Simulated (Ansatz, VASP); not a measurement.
## TaN in VASP and in Ansatz

```
Ta N
1.0
     3.12178    0.00000    0.00000
    -1.56089    2.70354    0.00000
     0.00000    0.00000    6.09161
Ta N
2 2
Cartesian
  0.0000 1.8024 0.1893
  1.5609 0.9012 3.2351
  0.0000 1.8024 2.1560
  1.5609 0.9012 5.2018
```

Alike in both runs: functional PBE; dispersion D3(BJ); k mesh 6 × 6 × 4; occupations gaussian, width 0.1 eV; no spin polarisation.

Ansatz relaxed the structure, and its values are those at the end. VASP's run is a single point on that final structure, the one shown.

|  | VASP | Ansatz |
| --- | --- | --- |
| version | VASP 6.6.1 | Ansatz 0.2.0 |
| potentials or method | VASP PAW PBE potentials, release 64 (Ta_pv, N) | scalar-relativistic, plane waves, PAW |
| plane-wave cutoff (eV) | 520 | 420 |
| valence electrons in the cell | 32 | 36 |

Ansatz gave:

* gap on the k mesh at the Fermi level (eV): none
* pressure (GPa): 0.1
* rms of the force components (eV/Å): 0.000

Question: Estimate VASP's values.

Answer: gap on the k mesh at the Fermi level (eV): none; pressure (GPa): 0.7; rms of the force components (eV/Å): 0.012.

A gap of «none» marks a metal or a gap that the smearing closes. The two sets of potentials don't hold the same shells in valence.

Caveats: the k mesh is coarse (spacing up to 0.39 Å⁻¹), so the values aren't converged; pairwise dispersion overbinds metals, which lowers pressure and volume. Spin-orbit coupling is left out, which matters for the levels of Ta.
